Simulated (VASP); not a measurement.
# KBr in VASP: one cell, several levels of theory

Zincblende KBr, under +4.0 % equal strain in all directions is computed at one geometry. Runs: PBE, r2SCAN. The results are then set beside those of Ansatz 0.2.0 for the same cell. This is a trial cell built on a prototype, not taken from a measured structure, and it needn't be the compound's ground state.

Code: VASP 6.6.1. PAW datasets, plane waves. (Calculated; spin-unpolarised; the phase may be known or hypothetical.)

**1. The cell**

The cell comes from an earlier relaxation with r2SCAN in another program.

Space group F-43m (No. 216), cubic; conventional cell a = 7.672 Å, 56.44 Å³ an atom. Around K lie 4 Br at 3.32 Å; around Br lie 4 K at 3.32 Å.

Structure file:

```cif
data_structure
_symmetry_space_group_name_H-M 'P 1'
_symmetry_Int_Tables_number 1
_cell_length_a 5.4247
_cell_length_b 5.4247
_cell_length_c 5.4247
_cell_angle_alpha 60.000
_cell_angle_beta 60.000
_cell_angle_gamma 60.000
_cell_volume 112.88
loop_
_atom_site_label
_atom_site_type_symbol
_atom_site_fract_x
_atom_site_fract_y
_atom_site_fract_z
_atom_site_occupancy
K1 K 0.00000 0.00000 0.00000 1
Br1 Br 0.25000 0.25000 0.25000 1
```

**2. Single point with PBE**

Input file INCAR:

```
ENCUT = 520.000000
SIGMA = 0.020000
EDIFF = 1.00e-07
GGA = PE
PREC = Accurate
IBRION = -1
ISIF = 2
ISMEAR = -1
NBANDS = 15
NELM = 120
NSW = 0
LASPH = .TRUE.
LCHARG = .FALSE.
LWAVE = .FALSE.
LREAL = .FALSE.
```

Input file KPOINTS:

```
KPOINTS created by Atomic Simulation Environment
0
Gamma
6 6 6
0 0 0
```

Input file KPOINTS_OPT:

```
special points
7
Reciprocal
0.0000000000 0.0000000000 0.0000000000 1
-0.5000000000 -0.5000000000 0.0000000000 1
-0.3750000000 -0.3750000000 0.2500000000 1
-0.3750000000 0.0000000000 0.3750000000 1
0.0000000000 0.0000000000 0.5000000000 1
-0.5000000000 -0.2500000000 0.2500000000 1
0.0000000000 0.1875000000 -0.1875000000 1
```

Input file POSCAR:

```
K  Br
 1.0000000000000000
     0.0000000000000000    3.8358312660000000    3.8358312660000000
     3.8358312660000000    0.0000000000000000    3.8358312660000000
     3.8358312660000000    3.8358312660000000    0.0000000000000000
 K   Br
   1   1
Cartesian
  0.0000000000000000  0.0000000000000000  0.0000000000000000
  1.9179156330000000  1.9179156330000000  1.9179156330000000
```

The run uses the recommended PBE PAW datasets (16 valence electrons a neutral cell).

The run is started by

```sh
> mpirun -np 1 vasp_std
```

Standard output, without the iteration lines:

```text
POSCAR found type information on POSCAR K Br
 POSCAR found :  2 types and       2 ions
 LDA part: xc-table for (Slater+PW92), standard interpolation
 POSCAR, INCAR and KPOINTS ok, starting setup
 FFT: planning ... GRIDC
 FFT: planning ... GRID_SOFT
 FFT: planning ... GRID
 WAVECAR not read
 entering main loop
 Start KPOINTS_OPT (optional k-point list driver)
k-point batch [1-7\7]
```

OSZICAR:

```text
N       E                     dE             d eps       ncg     rms          rms(c)
DAV:   1     0.995219490902E+02    0.99522E+02   -0.61411E+03   480   0.872E+02
DAV:   2     0.208206103931E+01   -0.97440E+02   -0.89574E+02   606   0.205E+02
DAV:   3    -0.600634976873E+01   -0.80884E+01   -0.80459E+01   648   0.536E+01
DAV:   4    -0.637939506284E+01   -0.37305E+00   -0.37293E+00   822   0.101E+01
DAV:   5    -0.638067739915E+01   -0.12823E-02   -0.12823E-02   669   0.660E-01    0.276E+00
DAV:   6    -0.603509829683E+01    0.34558E+00   -0.45171E-01   634   0.265E+00    0.189E+00
DAV:   7    -0.598952417032E+01    0.45574E-01   -0.21956E-01   690   0.212E+00    0.100E+00
DAV:   8    -0.601153836724E+01   -0.22014E-01   -0.27485E-02   635   0.101E+00    0.187E-01
DAV:   9    -0.601410560781E+01   -0.25672E-02   -0.20090E-03   648   0.247E-01    0.134E-01
DAV:  10    -0.601630694720E+01   -0.22013E-02   -0.15767E-03   494   0.224E-01    0.269E-02
DAV:  11    -0.601635299966E+01   -0.46052E-04   -0.10276E-04   579   0.635E-02    0.998E-03
DAV:  12    -0.601637466308E+01   -0.21663E-04   -0.27913E-05   501   0.392E-02    0.910E-03
DAV:  13    -0.601637468971E+01   -0.26630E-07   -0.86227E-07   676   0.450E-03
   1 F= -.60163747E+01 E0= -.60163747E+01  d E =-.915644E-13
       N       E                     dE             ncg
DAV:   1    -0.307951096639E+03   -0.31260E+04      210
DAV:   2    -0.982713296624E+03   -0.67476E+03      266
DAV:   3    -0.103601849507E+04   -0.53305E+02      294
DAV:   4    -0.103896553693E+04   -0.29470E+01      353
DAV:   5    -0.103898061987E+04   -0.15083E-01      287
DAV:   6    -0.103898100967E+04   -0.38980E-03      306
DAV:   7    -0.103898101309E+04   -0.34192E-05      303
DAV:   8    -0.103898101314E+04   -0.55033E-07      264
```

The lines after F= are the extra pass for the points of KPOINTS_OPT, at fixed density; their E is not a total energy.

From OUTCAR:

```text
k-points           NKPTS =     16   k-points in BZ     NKDIM =     16   number of bands    NBANDS=     15

   NELECT =      16.0000    total number of electrons

   dimension x,y,z NGX =    40 NGY =   40 NGZ =   40
   dimension x,y,z NGXF=    80 NGYF=   80 NGZF=   80

  energy-cutoff  :      520.00
  volume of cell :      112.88
      direct lattice vectors                 reciprocal lattice vectors
     0.000000000  3.835831266  3.835831266    -0.130349842  0.130349842  0.130349842
     3.835831266  0.000000000  3.835831266     0.130349842 -0.130349842  0.130349842
     3.835831266  3.835831266  0.000000000     0.130349842  0.130349842 -0.130349842

 k-points in reciprocal lattice and weights: KPOINTS created by Atomic Simulation Env
   0.00000000  0.00000000  0.00000000       0.005
   0.16666667  0.00000000  0.00000000       0.037
   0.33333333  0.00000000  0.00000000       0.037
   0.50000000  0.00000000  0.00000000       0.019
   0.16666667  0.16666667  0.00000000       0.028
   0.33333333  0.16666667  0.00000000       0.111
   0.50000000  0.16666667  0.00000000       0.111
  -0.33333333  0.16666667  0.00000000       0.111
[... 8 more k-points ...]

 E-fermi :  -2.7635

 k-point     1 :       0.0000    0.0000    0.0000
  band No.  band energies     occupation
      1     -31.4835      2.00000
      2     -15.2002      2.00000
      3     -14.9651      2.00000
      4     -14.9651      2.00000
      5     -14.9651      2.00000
      6      -3.3675      2.00000
      7      -3.3675      2.00000
      8      -3.3675      2.00000
      9       0.7146      0.00000
     10       5.0319      0.00000
     11       5.0319      0.00000
     12       5.8716      0.00000
     13       5.8716      0.00000
     14       5.8716      0.00000
     15       6.3925      0.00000

 k-point     2 :       0.1667    0.0000    0.0000
  band No.  band energies     occupation
      1     -31.4833      2.00000
      2     -15.2752      2.00000
      3     -14.9660      2.00000
      4     -14.9660      2.00000
      5     -14.8858      2.00000
      6      -3.4657      2.00000
      7      -3.3666      2.00000
      8      -3.3666      2.00000
      9       1.0977      0.00000
     10       4.7998      0.00000
     11       4.7998      0.00000
     12       5.4402      0.00000
     13       5.8268      0.00000
     14       6.2391      0.00000
     15       6.2393      0.00000

 k-point     3 :       0.3333    0.0000    0.0000
  band No.  band energies     occupation
      1     -31.4830      2.00000
      2     -15.3693      2.00000
      3     -14.9678      2.00000
      4     -14.9678      2.00000
      5     -14.7833      2.00000
      6      -3.6275      2.00000
      7      -3.3653      2.00000
      8      -3.3653      2.00000
      9       1.9899      0.00000
     10       4.1977      0.00000
     11       4.6289      0.00000
     12       4.6289      0.00000
     13       5.8187      0.00000
     14       6.0438      0.00000
     15       6.0438      0.00000

 k-point     4 :       0.5000    0.0000    0.0000
  band No.  band energies     occupation
      1     -31.4828      2.00000
      2     -15.4054      2.00000
      3     -14.9687      2.00000
      4     -14.9687      2.00000
      5     -14.7431      2.00000
      6      -3.6952      2.00000
      7      -3.3648      2.00000
      8      -3.3648      2.00000
      9       2.8179      0.00000
     10       3.2757      0.00000
     11       4.6071      0.00000
     12       4.6071      0.00000
     13       5.9037      0.00000
     14       5.9037      0.00000
     15       6.2070      0.00000

 k-point     5 :       0.1667    0.1667    0.0000
  band No.  band energies     occupation
      1     -31.4832      2.00000
      2     -15.2937      2.00000
      3     -14.9673      2.00000
      4     -14.9673      2.00000
      5     -14.8639      2.00000
      6      -3.4807      2.00000
      7      -3.3738      2.00000
      8      -3.3738      2.00000
      9       1.2240      0.00000
     10       4.2803      0.00000
     11       5.2310      0.00000
     12       5.5546      0.00000
     13       6.1053      0.00000
     14       6.1053      0.00000
     15       6.2536      0.00000

[... the tables of k-points 6 to 16 left out ...]

  Total       -0.4658078     -0.4658078     -0.4658078      0.0000000      0.0000000      0.0000000
  in kB       -6.6116346     -6.6116346     -6.6116346      0.0000000      0.0000000      0.0000000
  external PRESSURE =      -6.6116346 kB  Pullay stress =       0.0000000 kB

 POSITION                                       TOTAL-FORCE (eV/Angst)
 -----------------------------------------------------------------------------------
      0.00000      0.00000      0.00000        -0.000000     -0.000000     -0.000000
      1.91792      1.91792      1.91792         0.000000      0.000000      0.000000
 -----------------------------------------------------------------------------------
    total drift:                                0.000000      0.000000      0.000000

  FREE ENERGIE OF THE ION-ELECTRON SYSTEM (eV)
  ---------------------------------------------------
  free  energy   TOTEN  =        -6.0163746897 eV

  energy  without entropy=       -6.0163746897  energy(sigma->0) =       -6.01637469
```

Hardware: 1 MPI rank of Intel Xeon Platinum 8488C, shared host.

The levels at the points of KPOINTS_OPT are read from vasprun.xml.

Levels at the named points, in eV from the top of band v (v: the last filled band by count, c: the next):

```
point    v−1      v     c   c+1
    Γ  -0.01  -0.01  4.08  8.39
    X  -0.03  -0.03  5.94  6.99
    U  -0.13  -0.02  6.18  6.97
    K  -0.13  -0.02  6.18  6.97
    L   0.00   0.00  6.18  6.64
    W  -0.17  -0.04  6.20  7.00
```

PBE gives an indirect gap of 4.08 eV, from (0.00, 0.19, -0.19) to Γ; the least direct gap is 4.08 eV. The pressure is -0.66 GPa; the forces vanish within 0.01 eV/Å.

**3. r2SCAN**

Input file INCAR:

```
ENCUT = 520.000000
SIGMA = 0.010000
EDIFF = 1.00e-07
ALGO = Normal
METAGGA = R2SCAN
PREC = Accurate
IBRION = -1
ISIF = 2
ISMEAR = 0
NBANDS = 15
NELM = 120
NSW = 0
LASPH = .TRUE.
LCHARG = .TRUE.
LELF = .TRUE.
LWAVE = .FALSE.
LREAL = .FALSE.
```

KPOINTS is that of step 2.

KPOINTS_OPT is that of step 2.

POSCAR is that of step 2.

The run is started by

```sh
> mpirun -np 1 vasp_std
```

Standard output, without the iteration lines:

```text
POSCAR found type information on POSCAR K Br
 POSCAR found :  2 types and       2 ions
 -----------------------------------------------------------------------------
|                                                                             |
|                                                                             |
|     You enforced a specific xc type in the INCAR file but a different       |
|     I HOPE YOU KNOW WHAT YOU ARE DOING!                                     |
|                                                                             |
 -----------------------------------------------------------------------------

 LDA part: xc-table for (None), standard interpolation
 POSCAR, INCAR and KPOINTS ok, starting setup
 FFT: planning ... GRIDC
 FFT: planning ... GRID_SOFT
 FFT: planning ... GRID
 WAVECAR not read
 entering main loop
 Start KPOINTS_OPT (optional k-point list driver)
k-point batch [1-7\7]
```

OSZICAR:

```text
N       E                     dE             d eps       ncg     rms          rms(c)
DAV:   1     0.809634451179E+02    0.80963E+02   -0.62663E+03   480   0.891E+02
DAV:   2    -0.180685218458E+02   -0.99032E+02   -0.91056E+02   613   0.214E+02
DAV:   3    -0.264585832025E+02   -0.83901E+01   -0.83412E+01   655   0.552E+01
DAV:   4    -0.269007200389E+02   -0.44214E+00   -0.44187E+00   818   0.111E+01
DAV:   5    -0.269034301337E+02   -0.27101E-02   -0.27100E-02   641   0.105E+00    0.289E+00
DAV:   6    -0.229356869400E+02    0.39677E+01   -0.11084E+00   734   0.828E+00    0.166E+00
DAV:   7    -0.228828982346E+02    0.52789E-01   -0.32756E-01   669   0.275E+00    0.871E-01
DAV:   8    -0.229076618583E+02   -0.24764E-01   -0.16534E-02   550   0.962E-01    0.435E-01
DAV:   9    -0.229277805784E+02   -0.20119E-01   -0.12683E-02   571   0.860E-01    0.176E-01
DAV:  10    -0.229284650522E+02   -0.68447E-03   -0.43108E-04   669   0.121E-01    0.899E-02
DAV:  11    -0.229297669183E+02   -0.13019E-02   -0.98513E-04   529   0.214E-01    0.150E-02
DAV:  12    -0.229297921485E+02   -0.25230E-04   -0.21894E-05   684   0.272E-02    0.520E-03
DAV:  13    -0.229298068533E+02   -0.14705E-04   -0.12584E-05   522   0.204E-02    0.254E-03
DAV:  14    -0.229298069269E+02   -0.73534E-07   -0.29083E-07   683   0.355E-03
   1 F= -.22929807E+02 E0= -.22929807E+02  d E =-.174634E-11
       N       E                     dE             ncg
DAV:   1    -0.349496163222E+03   -0.31676E+04      210
DAV:   2    -0.105766964114E+04   -0.70817E+03      266
DAV:   3    -0.111341415651E+04   -0.55745E+02      294
DAV:   4    -0.111655516165E+04   -0.31410E+01      361
DAV:   5    -0.111656730428E+04   -0.12143E-01      287
DAV:   6    -0.111656756833E+04   -0.26405E-03      297
DAV:   7    -0.111656757352E+04   -0.51934E-05      305
DAV:   8    -0.111656757359E+04   -0.71674E-07      272
```

Parts of OUTCAR:

```text
k-points           NKPTS =     16   k-points in BZ     NKDIM =     16   number of bands    NBANDS=     15

   NELECT =      16.0000    total number of electrons

   dimension x,y,z NGX =    40 NGY =   40 NGZ =   40
   dimension x,y,z NGXF=    80 NGYF=   80 NGZF=   80

  energy-cutoff  :      520.00
  volume of cell :      112.88
      direct lattice vectors                 reciprocal lattice vectors
     0.000000000  3.835831266  3.835831266    -0.130349842  0.130349842  0.130349842
     3.835831266  0.000000000  3.835831266     0.130349842 -0.130349842  0.130349842
     3.835831266  3.835831266  0.000000000     0.130349842  0.130349842 -0.130349842

 k-points in reciprocal lattice and weights: KPOINTS created by Atomic Simulation Env
   0.00000000  0.00000000  0.00000000       0.005
   0.16666667  0.00000000  0.00000000       0.037
   0.33333333  0.00000000  0.00000000       0.037
   0.50000000  0.00000000  0.00000000       0.019
   0.16666667  0.16666667  0.00000000       0.028
   0.33333333  0.16666667  0.00000000       0.111
   0.50000000  0.16666667  0.00000000       0.111
  -0.33333333  0.16666667  0.00000000       0.111
[... 8 more k-points ...]

 E-fermi :  -3.6802

 k-point     1 :       0.0000    0.0000    0.0000
  band No.  band energies     occupation
      1     -32.9848      2.00000
      2     -15.9910      2.00000
      3     -15.6913      2.00000
      4     -15.6913      2.00000
      5     -15.6913      2.00000
      6      -3.7294      2.00000
      7      -3.7294      2.00000
      8      -3.7294      2.00000
      9       0.9464      0.00000
     10       5.4279      0.00000
     11       5.4279      0.00000
     12       6.2687      0.00000
     13       6.2687      0.00000
     14       6.2687      0.00000
     15       6.8933      0.00000

 k-point     2 :       0.1667    0.0000    0.0000
  band No.  band energies     occupation
      1     -32.9846      2.00000
      2     -16.0581      2.00000
      3     -15.6922      2.00000
      4     -15.6922      2.00000
      5     -15.6196      2.00000
      6      -3.8207      2.00000
      7      -3.7288      2.00000
      8      -3.7288      2.00000
      9       1.3276      0.00000
     10       5.1665      0.00000
     11       5.1665      0.00000
     12       5.7797      0.00000
     13       6.2816      0.00000
     14       6.7201      0.00000
     15       6.7201      0.00000

 k-point     3 :       0.3333    0.0000    0.0000
  band No.  band energies     occupation
      1     -32.9843      2.00000
      2     -16.1492      2.00000
      3     -15.6940      2.00000
      4     -15.6940      2.00000
      5     -15.5196      2.00000
      6      -3.9752      2.00000
      7      -3.7278      2.00000
      8      -3.7278      2.00000
      9       2.2296      0.00000
     10       4.4798      0.00000
     11       4.9757      0.00000
     12       4.9757      0.00000
     13       6.2638      0.00000
     14       6.5168      0.00000
     15       6.5168      0.00000

 k-point     4 :       0.5000    0.0000    0.0000
  band No.  band energies     occupation
      1     -32.9841      2.00000
      2     -16.1850      2.00000
      3     -15.6949      2.00000
      4     -15.6949      2.00000
      5     -15.4795      2.00000
      6      -4.0415      2.00000
      7      -3.7274      2.00000
      8      -3.7274      2.00000
      9       3.1521      0.00000
     10       3.4353      0.00000
     11       4.9480      0.00000
     12       4.9480      0.00000
     13       6.3666      0.00000
     14       6.3666      0.00000
     15       6.7573      0.00000

 k-point     5 :       0.1667    0.1667    0.0000
  band No.  band energies     occupation
      1     -32.9846      2.00000
      2     -16.0757      2.00000
      3     -15.6934      2.00000
      4     -15.6934      2.00000
      5     -15.5985      2.00000
      6      -3.8340      2.00000
      7      -3.7359      2.00000
      8      -3.7359      2.00000
      9       1.4510      0.00000
     10       4.5891      0.00000
     11       5.6387      0.00000
     12       6.0224      0.00000
     13       6.5317      0.00000
     14       6.5321      0.00000
     15       6.7186      0.00000

[... the tables of k-points 6 to 16 left out ...]

  Total       -0.6307540     -0.6307540     -0.6307540      0.0000000     -0.0000000      0.0000000
  in kB       -8.9528667     -8.9528667     -8.9528667      0.0000000     -0.0000000      0.0000000
  external PRESSURE =      -8.9528667 kB  Pullay stress =       0.0000000 kB

 POSITION                                       TOTAL-FORCE (eV/Angst)
 -----------------------------------------------------------------------------------
      0.00000      0.00000      0.00000        -0.000000     -0.000000      0.000000
      1.91792      1.91792      1.91792         0.000000      0.000000     -0.000000
 -----------------------------------------------------------------------------------
    total drift:                               -0.000000     -0.000000     -0.000000

  FREE ENERGIE OF THE ION-ELECTRON SYSTEM (eV)
  ---------------------------------------------------
  free  energy   TOTEN  =       -22.9298069269 eV

  energy  without entropy=      -22.9298069269  energy(sigma->0) =      -22.92980693
```

Hardware: 1 MPI rank of Intel Xeon Platinum 8488C, shared host.

The levels at the points of KPOINTS_OPT are read from vasprun.xml.

Band energies at the special points (eV, zero at the top of v, the last band that the electrons fill by count):

```
point    v−1      v     c   c+1
    Γ  -0.01  -0.01  4.67  9.15
    X  -0.03  -0.03  6.43  7.60
    U  -0.12  -0.02  6.68  7.58
    K  -0.12  -0.02  6.68  7.58
    L   0.00   0.00  6.88  7.16
    W  -0.17  -0.04  6.70  7.60
```

Gap with r2SCAN: 4.67 eV, valence top at (0.00, 0.19, -0.19), conduction bottom at Γ. Least direct gap: 4.68 eV. The pressure is -0.90 GPa; the forces vanish within 0.01 eV/Å.

Axes a, b and c in the maps are those of this run's conventional cell (a, b, c = 7.672, 7.672, 7.672 Å).

Density in a lattice plane of the grid's cell (edges 7.67 and 7.67 Å, at 0.000 of the third edge), which holds K.

Ten even steps from '0' (0.00 e/Å³) to '9' (4.52 e/Å³):
```
863000000000000000000036
320000000000000000000002
000000000000000000000000
000000000000000000000000
000000000000000000000000
000000000000000000000000
000000000000000000000000
000000000002320000000000
000000000036863000000000
000000000148984100000000
000000000036863000000000
000000000002320000000000
000000000000000000000000
000000000000000000000000
000000000000000000000000
000000000000000000000000
000000000000000000000000
320000000000000000000002
863000000000000000000036
984100000000000000000148
```
Columns run along the first of these edges and rows up along the second, over one cell in 24 and 20 even steps from the bottom left corner. Atoms in the plane (fractional): K at (0.00, 0.00), K at (0.50, 0.50).

ELF in the same plane.

Values, 12 rows by 12 columns:
```
0.82 0.79 0.09 0.02 0.04 0.01 0.00 0.01 0.04 0.02 0.09 0.79
0.34 0.09 0.03 0.28 0.26 0.04 0.00 0.04 0.26 0.28 0.03 0.09
0.00 0.02 0.28 0.47 0.28 0.02 0.00 0.02 0.28 0.47 0.28 0.02
0.00 0.04 0.26 0.28 0.03 0.09 0.34 0.09 0.03 0.28 0.26 0.04
0.00 0.01 0.04 0.02 0.09 0.79 0.82 0.79 0.09 0.02 0.04 0.01
0.00 0.00 0.00 0.00 0.34 0.82 0.25 0.82 0.34 0.00 0.00 0.00
0.00 0.01 0.04 0.02 0.09 0.79 0.82 0.79 0.09 0.02 0.04 0.01
0.00 0.04 0.26 0.28 0.03 0.09 0.34 0.09 0.03 0.28 0.26 0.04
0.00 0.02 0.28 0.47 0.28 0.02 0.00 0.02 0.28 0.47 0.28 0.02
0.34 0.09 0.03 0.28 0.26 0.04 0.00 0.04 0.26 0.28 0.03 0.09
0.82 0.79 0.09 0.02 0.04 0.01 0.00 0.01 0.04 0.02 0.09 0.79
0.25 0.82 0.34 0.00 0.00 0.00 0.00 0.00 0.00 0.00 0.34 0.82
```
Columns run along the first of these edges and rows up along the second, over one cell in 12 and 12 even steps from the bottom left corner. Atoms in the plane (fractional): K at (0.00, 0.00), K at (0.50, 0.50).

Both are smooth fields of the valence electrons: close to the nuclei they are not physical.

Outside the cores ELF peaks at 0.88 in the shell around Br, 0.9 Å from Br.

**4. Results**

| level | gap (eV) | pressure (GPa) | Ansatz: gap (eV) | Ansatz: pressure (GPa) |
| --- | --- | --- | --- | --- |
| PBE | 4.08 | -0.66 | 4.08 | -0.68 |
| r2SCAN | 4.67 | -0.90 | 4.67 | -0.89 |

What this shows: The gap runs from 4.08 eV (PBE) to 4.67 eV (r2SCAN). The two programs agree on the gap within 0.01 eV, far less than the spread between functionals. Datasets and cutoffs are each program's own.
